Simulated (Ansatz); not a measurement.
Wanted: the native input for an Ansatz 0.2.0 run.

```
Task                : relaxation of cell and atoms
Functional          : RPBE
Potentials or basis : all-electron LAPW, scalar-relativistic
Basis error allowed : 0.001 eV/atom
k mesh              : 10 × 10 × 10
Occupations         : fermi-dirac, width 0.05 eV
Spin                : no spin polarisation
```

The system is GaN.

```
Ga N
1.0
     0.00000    2.25350    2.25350
     2.25350    0.00000    2.25350
     2.25350    2.25350    0.00000
Ga N
1 1
Direct
  0.00000 0.00000 0.00000
  0.25000 0.25000 0.25000
```

The cell is a database's computed one.

One way to write it, as run:

input.yaml

```yaml
crystal:
  lattice:
    - [0.0, 2.2535006075, 2.2535006075]
    - [2.2535006075, 0.0, 2.2535006075]
    - [2.2535006075, 2.2535006075, 0.0]
  atoms:
    - { symbol: Ga, position: [0.0, 0.0, 0.0] }
    - { symbol: "N", position: [0.25, 0.25, 0.25] }
kpoints:
  mp_grid: { grid: [10, 10, 10] }
scf:
  occupations: { method: fermi_dirac, width: 0.05 }
hamiltonian:
  xc: rpbe
  pseudopotentials: { kind: all_electron, lapw: { basis_error: 0.001 } }
output:
  forces: true
  stress: true
relax:
  f_tol: 0.005
  max_steps: 60
  cell: {}
```

Potentials or basis: all-electron LAPW, scalar-relativistic.

The run is started by

```console
$ ansatz run input.yaml --threads 1 --pin off --max-ram 3072MiB --backend cpu --events-out ev --progress --plain --runs-dir out
```

Results of the run:

```yaml
Relaxed_volume: 12.03 Å³/atom
Relaxed_cell: a = 3.240 Å, b = 3.240 Å, c = 3.240 Å, α = 60.00°, β = 60.00°, γ = 60.00°
Space_group_after_relaxing_to_0.05_Å: F-43m (No. 216)
Energy_gained_by_relaxing: 15.7 meV/atom
Ionic_steps: 5
Pressure_after_relaxing: 0.0 GPa
Band_gap_on_the_k_mesh: 1.46 eV
```

It took 45 s on 1 thread of Arm Neoverse V1 (shared host), peak memory 0.32 GiB.
